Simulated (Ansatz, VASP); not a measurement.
**Se in VASP and in Ansatz**

Contents of INCAR:

```
  PREC = Accurate
  ENCUT = 520
  EDIFF = 1E-6
  ISMEAR = -1
  SIGMA = 0.1
  LREAL = False
  LASPH = True
  NELM = 100
  ALGO = Normal
  ISIF = 2
  LWAVE = False
  LCHARG = True
  GGA = CA
  LELF = True
  LVHAR = True
  NBANDS = 9
```

The input KPOINTS:

```
Automatic mesh
0
Gamma
  14 14 14
```

Contents of POSCAR:

```
Se
1.0
    0.0000000000      2.1985135367      2.1985135367
    2.1985135367      0.0000000000      2.1985135367
    2.1985135367      2.1985135367      0.0000000000
Se
1
Direct
    0.0000000000      0.0000000000      0.0000000000
```

Input for Ansatz:

```yaml
crystal:
  lattice:
    - [0.0, 2.1985135367, 2.1985135367]
    - [2.1985135367, 0.0, 2.1985135367]
    - [2.1985135367, 2.1985135367, 0.0]
  atoms:
    - { symbol: Se, position: [0.0, 0.0, 0.0] }
hamiltonian:
  xc: lda
  pseudopotentials:
    kind: paw
    azcp:
      Se: "pseudopotentials/Se.paw.azcp"
basis:
  ecutwfc: 420
  fft_grid_basis: typed
kpoints:
  mp_grid: { grid: [14, 14, 14], shift: [0, 0, 0] }
magnetization:
  spin_polarized: false
scf:
  occupations: { method: fermi_dirac, width: 0.1 }
  lower_state_search: "off"
output:
  stress: true
  write_density: true
  write_potential: true
  elf: true
  volumetric_format: npy
```

Alike in both runs: task single point; functional LDA; k mesh 14 × 14 × 14; occupations fermi-dirac, width 0.1 eV; no spin polarisation.

```csv
,VASP,Ansatz
version,VASP 6.6.1,Ansatz 0.2.0
potentials or method,"VASP PAW LDA potentials, release 64 (Se)","plane waves (420 eV) with PAW, scalar-relativistic"
plane-wave cutoff (eV),520,420
valence electrons in the cell,6,16
```

```tsv
	VASP	Ansatz	Ansatz less VASP
pressure (GPa)	-7.7	-7.7	-0.06
```

The two sets of potentials don't hold the same shells in valence. Ansatz warned: «pseudo_functional_mismatch».
